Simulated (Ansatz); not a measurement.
TiC: stable or not

The cell was reached from a generator's guess, though it ends in a space group that the Crystallography Open Database lists for this formula.

Level of theory: Ansatz, DFT PBE, scalar-relativistic, plane waves, PAW. Plane waves to 420 eV, a 22×22×22 mesh through Γ for the 2-atom cell and 0.10 eV Gaussian smearing; no spin polarisation.

```
Ti C
1.0
     0.00000    2.16640    2.16640
     2.16640    0.00000    2.16640
     2.16640    2.16640    0.00000
Ti C
1 1
Direct
  0.50000 0.50000 0.50000
  0.00000 0.00000 0.00000
```

The zero of energy is the elements' standard structures at the same level; no fitted shifts are applied.

Q: These tests were run: energy against the elements; phonons at Γ; elastic tensor. What do they show?

A:

```json
{"test": "energy against the elements", "result": "−0.83 eV/atom"}
{"test": "phonons at Γ", "result": "lowest optical mode 513 cm⁻¹"}
{"test": "elastic tensor", "result": "least eigenvalue 169 GPa"}
```

It fails none of these tests. Whether a mixture of other phases lies lower isn't tested here. Phonons away from Γ weren't computed.

The reference form of C is held partly by dispersion forces, which this level lacks. The run for the phonons used a 22×22×22 k mesh and Fermi–Dirac smearing of 0.15 eV. The run for the elastic tensor used a 22×22×22 k mesh and Fermi–Dirac smearing of 0.15 eV.
